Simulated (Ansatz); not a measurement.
# How strongly the parts of graphene/h-BP/graphene sandwich (62 atoms) bind, part 2 of 3

Aim: the interaction energy between the two parts of graphene/h-BP/graphene sandwich (62 atoms) and its distance dependence.

Ansatz 0.2.0; Kohn-Sham DFT, PBE+D3(BJ), PAW (set soft_2), plane waves.

So far. Step 2 (Single point at the start): The r.m.s. force at the start is 0.49 eV/Å. Step 3 (Relaxation): The relaxation converged after 5 steps, 0.381 eV below its start, with a largest force component of 0.029 eV/Å.

### 4. Single point at the relaxed geometry

The electronic structure is read at the final geometry, in a run of its own.

Input file input.yaml:

```yaml
crystal:
  lattice:
    - [8.5073, 0.0, 0.0]
    - [-4.25365, 7.36754, 0.0]
    - [0.0, 0.0, 20.91]
  atoms:
    - { symbol: C, position: [0.16664, 0.66683, 0.32888] }
    - { symbol: C, position: [0.16653, 0.49993, 0.32911] }
    - { symbol: C, position: [0.33324, 5.0e-05, 0.32864] }
    - { symbol: C, position: [0.33321, 0.83338, 0.32863] }
    - { symbol: C, position: [0.16655, 0.16677, 0.32911] }
    - { symbol: C, position: [0.16658, 0.99996, 0.32893] }
    [... 50 atom lines left out ...]
    - { symbol: C, position: [0.36594, 0.44195, 0.67184] }
    - { symbol: C, position: [0.36591, 0.27509, 0.67137] }
    - { symbol: C, position: [0.53261, 0.77506, 0.67253] }
    - { symbol: C, position: [0.53259, 0.60861, 0.6724] }
    - { symbol: C, position: [0.53258, 0.27507, 0.67149] }
    - { symbol: C, position: [0.5326, 0.1086, 0.67165] }
kpoints:
  mp_grid: { grid: [3, 3, 1] }
hamiltonian:
  xc: pbe
  dispersion: d3bj
scf:
  occupations: { method: gaussian, width: 0.05 }
output:
  forces: true
  populations: true
  dos:
    method: { smearing: { sigma: 0.08 } }
    de: 0.1
    projected:
      site_lists:
        B: [B]
        C: [C]
        P: [P]
        layer_1: [0, 1, 2, 3, 4, 5, 6, 7, 8, 9, 10, 11, 12, 13, 14, 15, 16, 17, 18, 19, 20, 21, 22, 23]
        layer_2: [24, 25, 26, 27, 28, 29, 30, 31, 32, 33, 34, 35, 36, 37]
        layer_3: [38, 39, 40, 41, 42, 43, 44, 45, 46, 47, 48, 49, 50, 51, 52, 53, 54, 55, 56, 57, 58, 59, 60, 61]
  eigenvalues: true
  write_density: true
  write_potential: true
  volumetric_format: npy
```

Run with:

```bash
$ ansatz run input.yaml --threads 8 --pin off --max-ram 15872MiB --backend cpu --events-out ev --progress --plain --runs-dir out
```

Numbers of over 12 decimals in the logs are rounded to 6 here.

The log of the run:

```text
[...]
Crystal: 62 atoms, lattice volume = 1310.594 Å³
Basis set: ecut = 420 eV, 25707 PW (Γ), exchange–correlation on 120×120×288 points (8 copies of the dense FFT grid, shifted against one another)
Bands: 186, of which v1, the nominal top of the filled ones, is band 124 counted from 1 (123 counted from 0)
Symmetry: 1 space group operations
[...]
k-points: 5 of 9 (time reversal used)
[...]
SCF iter   1: F=—  HF=-18434.972681 eV  |F-HF|=—  |Δ(HF+E_count)|=         —  Δρ=2.57e-3  dr2=1.73e-1  ethr=1.77e-3  ⟨swp⟩=12.2  Hψ=6594  notcnv=0  defer=173
[...]
SCF iter  11: F=-18434.934910 eV  HF=-18434.934910 eV  |F-HF|=1.57e-7  |Δ(HF+E_count)|=   1.24e-7  Δρ=1.73e-6  dr2=7.29e-8  ethr=4.03e-11  ⟨swp⟩=31.8  Hψ=11486  notcnv=0
SCF 1 converged in 11 iterations: F = -18434.934910 eV  dr2 = 7.29e-8
[...]
WARN: The output density's exchange-correlation potential varies sharply where the density is thin. Do not read a vacuum level from v_tot or v_xc, or from such a field of the output density. On a cell that repeats whose density bears no net charge and no dipole along the vacuum's axis use v_es (v_loc + v_h of the components); [...]
SCF converged after 11 iterations
Free energy (F): -18434.934910 eV
[...]
Internal energy: -18434.911719 eV  (E = F + TS)
E sigma→0 (E₀):  -18434.923314 eV
Entropy (-TS):   -0.023191 eV (-0.374 meV/atom)
Fermi energy:    1.095569 eV
[...]
--- Forces (eV/Å), atoms counted from 1 ---
  atom   1  C      0.00303861    -0.01299060     0.00456959
  atom   2  C     -0.00998904     0.02067567     0.00064901
  atom   3  C     -0.00759404    -0.00799204     0.00158182
  atom   4  C     -0.00372600     0.00239260     0.00124480
  atom   5  C      0.00174752    -0.01636726     0.00153825
  atom   6  C      0.00319745     0.01250572     0.00031357
  atom   7  C      0.01265322     0.00138622    -0.00104645
  atom   8  C      0.01591393     0.01348077     0.00680250
  atom   9  C     -0.00229081    -0.01492173     0.00109729
  atom  10  C      0.00430467    -0.00313950     0.00430270
  atom  11  C     -0.00427027    -0.00696058    -0.00261037
  atom  12  C     -0.00341768     0.00802373     0.00330386
  atom  13  C     -0.00742942    -0.02046183     0.00008624
  atom  14  C     -0.01514438     0.01572131     0.00321046
[...]
atom  61  C      0.01218933     0.01457377    -0.00169379
  atom  62  C      0.01759515    -0.01061705     0.00011062
  max |Σ_I F_I| component: 1.21e-5 eV/Å
--- Band table (eV; the first three rows and the last of 5) ---
[...]
--- Löwdin populations: 62 sites ---
  site symbol       q [e]
     0      C      3.9588
     1      C      3.9582
     2      C      3.9585
[...]
61      C      3.9582
  spilling = 0.009916 (of n_electrons = 248.000000)
```

Run time: 45 s. Hardware: 8 threads of Arm Neoverse V2, shared host; peak memory 5.1 GiB; 5.9 min of CPU time.

The program notes that the exchange-correlation potential is rough where the density is thin.

The run gave:

| Property | Result |
| --- | --- |
| free energy | -18434.9349 eV |
| free energy per atom | -297.3377 eV/atom |
| SCF cycles | 11 |
| r.m.s. force component | 0.00783 eV/Å |
| longest force | 0.02954 eV/Å |
| Fermi energy | 1.096 eV |
| levels partly filled by over 2 per cent | 8 |
| potential in mid-vacuum, over the Fermi level | 4.246 eV |
| potential 4.5 Å over the upper face | 4.246 eV |
| potential 4.5 Å under the lower face | 4.245 eV |
| spilling of the projection | 0.009916 |

Löwdin charges by element (they lack the spilled electrons, 0.040 e an atom on average):

| element | coordination | atoms | mean charge (e) | spread | least | most |
| --- | --- | --- | --- | --- | --- | --- |
| B | all | 7 | -0.585 | 0.001 | -0.587 | -0.584 |
| C | all | 48 | 0.0413 | 4.0e-4 | 0.0406 | 0.0426 |
| P | all | 7 | 0.653 | 1.0e-4 | 0.653 | 0.653 |

By region:

| region | atoms | mean length of the force (eV/Å) |
| --- | --- | --- |
| layer 1 | 24 | 0.013 |
| layer 2 | 14 | 0.002 |
| layer 3 | 24 | 0.015 |

Density of states as counts of states in windows of 1 eV (from the Fermi level), total and the larger projections:

| from (eV) | to (eV) | total | C p | layer 3 | layer 1 | layer 2 | P p | B p |
| --- | --- | --- | --- | --- | --- | --- | --- | --- |
| -18 | -17 | 4.9 | 1.7 | 2.4 | 2.4 | 0.0 | 0.0 | 0.0 |
| -17 | -16 | 8.5 | 3.4 | 4.2 | 4.2 | 0.0 | 0.0 | 0.0 |
| -16 | -15 | 10.7 | 4.8 | 5.3 | 5.3 | 0.0 | 0.0 | 0.0 |
| -15 | -14 | 8.1 | 2.8 | 3.3 | 3.3 | 1.4 | 0.0 | 0.1 |
| -14 | -13 | 9.5 | 4.2 | 3.3 | 3.3 | 2.8 | 0.2 | 0.4 |
| -13 | -12 | 8.4 | 2.8 | 2.2 | 2.2 | 3.9 | 0.4 | 1.0 |
| -12 | -11 | 18.7 | 8.9 | 6.6 | 6.6 | 5.3 | 0.3 | 1.8 |
| -11 | -10 | 1.3 | 0.9 | 0.4 | 0.4 | 0.4 | 0.0 | 0.2 |
| -10 | -9 | 16.0 | 12.6 | 7.9 | 7.9 | 0.0 | 0.0 | 0.0 |
| -9 | -8 | 13.5 | 7.3 | 3.9 | 3.9 | 5.5 | 2.9 | 0.7 |
| -8 | -7 | 18.0 | 13.1 | 7.4 | 7.4 | 2.9 | 1.3 | 0.7 |
| -7 | -6 | 23.9 | 19.8 | 10.2 | 10.2 | 3.3 | 1.6 | 1.2 |
| -6 | -5 | 22.9 | 18.4 | 9.5 | 9.5 | 3.7 | 1.7 | 1.4 |
| -5 | -4 | 20.8 | 13.2 | 6.7 | 6.7 | 7.3 | 3.6 | 3.3 |
| -4 | -3 | 22.0 | 13.8 | 7.0 | 7.0 | 8.0 | 4.0 | 3.8 |
| -3 | -2 | 15.3 | 9.5 | 4.8 | 4.8 | 5.7 | 3.1 | 2.5 |
| -2 | -1 | 10.5 | 5.5 | 2.8 | 2.8 | 5.0 | 3.3 | 1.7 |
| -1 | 0 | 1.9 | 1.4 | 0.7 | 0.7 | 0.4 | 0.4 | 0.0 |
| 0 | 1 | 2.3 | 0.6 | 0.3 | 0.3 | 1.5 | 0.3 | 1.2 |
| 1 | 2 | 13.2 | 8.6 | 4.3 | 4.3 | 4.0 | 1.4 | 2.5 |
| 2 | 3 | 15.9 | 10.0 | 5.0 | 5.0 | 4.8 | 1.3 | 1.9 |
| 3 | 4 | 13.3 | 2.5 | 1.2 | 1.2 | 6.6 | 1.8 | 2.6 |
| 4 | 5 | 21.2 | 8.0 | 4.0 | 4.0 | 5.1 | 1.9 | 2.0 |

The curve was stored every 0.100 eV, coarse against its broadening of 0.08 eV, so these counts are rough.

Between -20 and -18 eV lie 14 more states.

The levels nearest the highest filled one (over half full), pooled over k-points and spins:

| level less the highest filled one (eV) | occupation |
| --- | --- |
| -1.11 | 2 |
| -0.469 | 2 |
| -0.0152 | 1.44 |
| -0.0091 | 1.31 |
| -0.0066 | 1.26 |
| 0 | 1.12 |
| 0.0121 | 0.845 |
| 0.0141 | 0.802 |
| 0.0193 | 0.691 |
| 0.0273 | 0.532 |
| 0.366 | 0 |
| 0.791 | 0 |

Planar average of the electrostatic potential energy along the normal, with the Fermi level as zero, after a running mean with a triangular window 4 Å wide at its base:

| height (Å) | potential energy (eV) |
| --- | --- |
| 0.0 | 4.25 |
| 0.6 | 4.25 |
| 1.2 | 4.25 |
| 1.7 | 4.25 |
| 2.3 | 4.25 |
| 2.9 | 4.24 |
| 3.6 | 4.21 |
| 4.2 | 4.00 |
| 4.8 | 2.66 |
| 5.4 | -0.62 |
| 6.0 | -4.50 |
| 6.5 | -7.87 |
| 7.1 | -8.26 |
| 7.7 | -5.37 |
| 8.3 | -2.55 |
| 8.9 | -1.73 |
| 9.4 | -3.53 |
| 10.0 | -6.36 |
| 10.7 | -6.91 |
| 11.3 | -4.34 |
| 11.9 | -1.99 |
| 12.5 | -2.09 |
| 13.1 | -4.48 |
| 13.6 | -7.65 |
| 14.2 | -8.40 |
| 14.8 | -5.54 |
| 15.4 | -1.68 |
| 16.0 | 1.91 |
| 16.6 | 3.82 |
| 17.1 | 4.19 |
| 17.9 | 4.24 |
| 18.4 | 4.25 |
| 19.0 | 4.25 |
| 19.6 | 4.25 |
| 20.2 | 4.25 |
| 20.8 | 4.25 |

Valence density in the cb plane at fractional x = 0.350, with atoms of C and B within 0.2 Å of it. It is the smooth field of the valence electrons, not physical close to the nuclei.

Ten even steps from '0' (0.0 e/Å³) to '9' (2.0 e/Å³), each cell a mean:
```
00000000002697310000112110000037962000000000
00000000002697300000011100000137973000000000
00000000002697310000001100000027962000000000
00000000002697310000011100000026962000000000
00000000002576300000122210000037973000000000
00000000001233100000234321000037973000000000
00000000000111000000245421000025652000000000
00000000000000000000123210000012221000000000
00000000000121100000011100000000100000000000
00000000001465200000000000000000100000000000
00000000002697310000000000000012321000000000
00000000002697310000000000000025752000000000
00000000002697310000011100000037973000000000
00000000002697310000122210000037972000000000
00000000002697310000123310000026962000000000
00000000002697310000121210000037962000000000
00000000001354200000133310000137973000000000
00000000000121100000134320000026862000000000
00000000000000000000234321000013431000000000
00000000000111000001232321000001110000000000
00000000001233100001221221000000000000000000
00000000002586300001233321000001110000000000
00000000002697310000134320000013531000000000
```
Columns run along c (16.0 Å, from fractional 0.12 to 0.88 of the cell), rows up along b (8.5 Å). Atoms in or near the plane, at fractional coordinates: C at (0.33, 0.00), C at (0.33, 0.83), C at (0.33, 0.50), C at (0.33, 0.33), B at (0.50, 0.31), C at (0.67, 0.94), C at (0.67, 0.78), C at (0.67, 0.44), C at (0.67, 0.28).

Electrostatic potential energy in the cb plane at fractional x = 0.350, with atoms of C and B within 0.2 Å of it. With pseudopotentials it is smooth inside the atoms' cores, unlike the true potential.

Values in eV, 12 rows by 16 columns, each cell a mean:
```
  5   5   5   2 -28  -2   5   2   0   4   3 -39 -17   5   5   5
  5   5   5   1 -45  -5   5   2   0   4   4 -21  -7   5   5   5
  5   5   5   2 -24  -1   5  -5 -14   3   3 -38 -18   5   5   5
  5   5   5   4   1   3   5  -4 -12   3   4 -16  -5   5   5   5
  5   5   5   4  -4   2   5   2   0   4   5   1   3   5   5   5
  5   5   5   1 -45  -6   5   4   3   5   4  -6   0   5   5   5
  5   5   5   2 -28  -2   5   2   0   4   3 -38 -17   5   5   5
  5   5   5   1 -45  -6   5 -11 -27   3   4 -21  -7   5   5   5
  5   5   5   3 -25  -1   5 -14 -34   3   3 -39 -17   5   5   5
  5   5   5   4   1   3   5  -5 -13   3   4 -16  -5   5   5   5
  5   5   5   4  -5   2   4 -22 -44   1   5   1   3   5   5   5
  5   5   5   1 -45  -5   5 -10 -23   3   4  -5   0   5   5   5
```
Columns run along c (16.0 Å, from fractional 0.12 to 0.88 of the cell; values clipped at the 3rd and 97th percentile), rows up along b (8.5 Å). Atoms in or near the plane, at fractional coordinates: C at (0.33, 0.00), C at (0.33, 0.83), C at (0.33, 0.50), C at (0.33, 0.33), B at (0.50, 0.31), C at (0.67, 0.94), C at (0.67, 0.78), C at (0.67, 0.44), C at (0.67, 0.28).

No gap is quoted, since levels at the Fermi energy are partly filled. Mean Löwdin charges: B -0.58, C +0.04, P +0.65 e (they miss 0.99 % of the electrons, so they add up to more than the cell's charge). The potential stands 4.25 eV above the Fermi level over the upper face and 4.25 eV under the lower one, a reading of the work function, with no dipole correction.

### 5. The lower part alone

The lower part (layer 1 and layer 2) is solved alone, atoms held, in the same cell.

Input file input.yaml:

```yaml
crystal:
  lattice:
    - [8.5073, 0.0, 0.0]
    - [-4.25365, 7.36754, 0.0]
    - [0.0, 0.0, 20.91]
  atoms:
    - { symbol: C, position: [0.16664, 0.66683, 0.32888] }
    - { symbol: C, position: [0.16653, 0.49993, 0.32911] }
    - { symbol: C, position: [0.33324, 5.0e-05, 0.32864] }
    - { symbol: C, position: [0.33321, 0.83338, 0.32863] }
    - { symbol: C, position: [0.16655, 0.16677, 0.32911] }
    - { symbol: C, position: [0.16658, 0.99996, 0.32893] }
    [... 26 atom lines left out ...]
    - { symbol: B, position: [0.34958, 0.31446, 0.50036] }
    - { symbol: P, position: [0.39713, 0.12396, 0.50031] }
    - { symbol: B, position: [0.49244, 0.74301, 0.50034] }
    - { symbol: P, position: [0.54007, 0.55252, 0.50034] }
    - { symbol: B, position: [0.63523, 0.1716, 0.50037] }
    - { symbol: P, position: [0.68294, 0.98116, 0.50042] }
kpoints:
  mp_grid: { grid: [3, 3, 1] }
hamiltonian:
  xc: pbe
  dispersion: d3bj
scf:
  occupations: { method: gaussian, width: 0.05 }
output:
  forces: true
  eigenvalues: true
  write_density: true
  write_potential: true
  volumetric_format: npy
```

The log of the run:

```text
[...]
Crystal: 38 atoms, lattice volume = 1310.594 Å³
Basis set: ecut = 420 eV, 25707 PW (Γ), exchange–correlation on 120×120×288 points (8 copies of the dense FFT grid, shifted against one another)
Bands: 114, of which v1, the nominal top of the filled ones, is band 76 counted from 1 (75 counted from 0)
Symmetry: 1 space group operations
[...]
k-points: 5 of 9 (time reversal used)
[...]
SCF iter   1: F=—  HF=-12409.206358 eV  |F-HF|=—  |Δ(HF+E_count)|=         —  Δρ=1.82e-3  dr2=5.32e-2  ethr=1.77e-3  ⟨swp⟩=12.2  Hψ=4056  notcnv=0  defer=87
[...]
SCF iter  10: F=—  HF=-12409.205438 eV  |F-HF|=—  |Δ(HF+E_count)|=   1.67e-7  Δρ=2.47e-6  dr2=2.51e-7  ethr=3.07e-10  ⟨swp⟩=2.0  Hψ=646  notcnv=0  defer=157
SCF iter  11: F=-12409.205438 eV  HF=-12409.205438 eV  |F-HF|=1.93e-7  |Δ(HF+E_count)|=   2.30e-7  Δρ=1.29e-6  dr2=5.28e-8  ethr=6.58e-11  ⟨swp⟩=31.2  Hψ=7315  notcnv=0
SCF 1 converged in 11 iterations: F = -12409.205438 eV  dr2 = 5.28e-8
[...]
SCF converged after 11 iterations
Free energy (F): -12409.205438 eV
[...]
Internal energy: -12409.193083 eV  (E = F + TS)
E sigma→0 (E₀):  -12409.199261 eV
Entropy (-TS):   -0.012355 eV (-0.325 meV/atom)
Fermi energy:    -0.828806 eV
[...]
Σ components = -12409.205438   (vs F -12409.205438, Δ=0.00e0)
--- Forces (eV/Å), atoms counted from 1 ---
  atom   1  C      0.00219634    -0.01212218     0.00265460
  atom   2  C     -0.00920440     0.02049837    -0.00079070
  atom   3  C     -0.00719020    -0.00811609    -0.00017369
  atom   4  C     -0.00477476     0.00230253    -0.00039135
[...]
atom  38  P      0.00442823    -0.00540713     0.01005988
  max |Σ_I F_I| component: 1.21e-4 eV/Å
--- Band table (eV; the first three rows and the last of 5) ---
[...]
```

The job ended after 20 s (8 threads; peak memory 3.4 GiB).

### 6. The upper part alone

The upper part (layer 3) is solved alone in the same way.

input.yaml, the sections that differ from step 5:

```yaml
crystal:
  lattice:
    - [8.5073, 0.0, 0.0]
    - [-4.25365, 7.36754, 0.0]
    - [0.0, 0.0, 20.91]
  atoms:
    - { symbol: C, position: [0.69938, 0.60859, 0.67226] }
    - { symbol: C, position: [0.69938, 0.44193, 0.67185] }
    - { symbol: C, position: [0.86589, 0.94187, 0.67224] }
    - { symbol: C, position: [0.8659, 0.77511, 0.6722] }
    - { symbol: C, position: [0.69941, 0.10854, 0.67207] }
    - { symbol: C, position: [0.69941, 0.94189, 0.67249] }
    [... 12 atom lines left out ...]
    - { symbol: C, position: [0.36594, 0.44195, 0.67184] }
    - { symbol: C, position: [0.36591, 0.27509, 0.67137] }
    - { symbol: C, position: [0.53261, 0.77506, 0.67253] }
    - { symbol: C, position: [0.53259, 0.60861, 0.6724] }
    - { symbol: C, position: [0.53258, 0.27507, 0.67149] }
    - { symbol: C, position: [0.5326, 0.1086, 0.67165] }
# kpoints, hamiltonian, scf, output: as in step 5
```

The log of the run:

```text
[...]
Crystal: 24 atoms, lattice volume = 1310.594 Å³
Basis set: ecut = 420 eV, 25707 PW (Γ), exchange–correlation on 120×120×288 points (8 copies of the dense FFT grid, shifted against one another)
Bands: 72, of which v1, the nominal top of the filled ones, is band 48 counted from 1 (47 counted from 0)
Symmetry: 1 space group operations
[...]
k-points: 5 of 9 (time reversal used)
[...]
SCF iter   1: F=—  HF=-6024.571002 eV  |F-HF|=—  |Δ(HF+E_count)|=         —  Δρ=1.61e-3  dr2=3.06e-2  ethr=1.77e-3  ⟨swp⟩=17.4  Hψ=2881  notcnv=0  defer=33
[...]
SCF iter   6: F=-6024.572005 eV  HF=-6024.572005 eV  |F-HF|=4.26e-7  |Δ(HF+E_count)|=   7.59e-6  Δρ=1.46e-6  dr2=2.12e-8  ethr=1.04e-10  ⟨swp⟩=35.4  Hψ=4106  notcnv=0
SCF 1 converged in 6 iterations: F = -6024.572005 eV  dr2 = 2.12e-8
[...]
SCF converged after 6 iterations
Free energy (F): -6024.572005 eV
[...]
Internal energy: -6024.559900 eV  (E = F + TS)
E sigma→0 (E₀):  -6024.565953 eV
Entropy (-TS):   -0.012105 eV (-0.504 meV/atom)
Fermi energy:    -2.392483 eV
[...]
--- Forces (eV/Å), atoms counted from 1 ---
  atom   1  C      0.00122255    -0.00569255    -0.00626137
  atom   2  C      0.00098774    -0.01259907     0.00336824
  atom   3  C      0.00908124     0.00496493    -0.00806754
  atom   4  C      0.00696603    -0.00411069    -0.01526801
  atom   5  C     -0.02370297     0.00623852    -0.01052700
  atom   6  C     -0.01397016    -0.00746136    -0.02306622
  atom   7  C     -0.00069310     0.01000824    -0.01187011
  atom   8  C      0.01492558    -0.00067137     0.01550159
  atom   9  C      0.01053302     0.01066499     0.00395381
  atom  10  C     -0.00838535    -0.00200287     0.01188879
  atom  11  C     -0.00393886    -0.01084974    -0.00683079
  atom  12  C      0.01703447     0.01306066     0.00544130
  atom  13  C     -0.00237236    -0.01344954    -0.00671058
  atom  14  C      0.00971606     0.00777866     0.00987070
[...]
atom  23  C     -0.00120553     0.01894099     0.01349406
  atom  24  C      0.01410237    -0.02473056     0.00847967
  max |Σ_I F_I| component: 1.61e-4 eV/Å
--- Band table (eV; the first three rows and the last of 5) ---
[...]
```

Elapsed: 9.3 s, on 8 threads; peak memory 2.4 GiB.

The whole (-18434.935 eV) less the lower (-12409.205 eV) and the upper part (-6024.572 eV) leaves -1.157 eV.

(Continued in part 3 of 3.)

[Logs are printed without paths, hosts, clocks, repeated set-up lines and the standing remarks that a program may print on its own settings, such as how far it seeks lower states.]

[Hosts, paths, dates, database ids (printed as entryN), source tags and the programs' standing remarks are cut or masked in the printed files.]
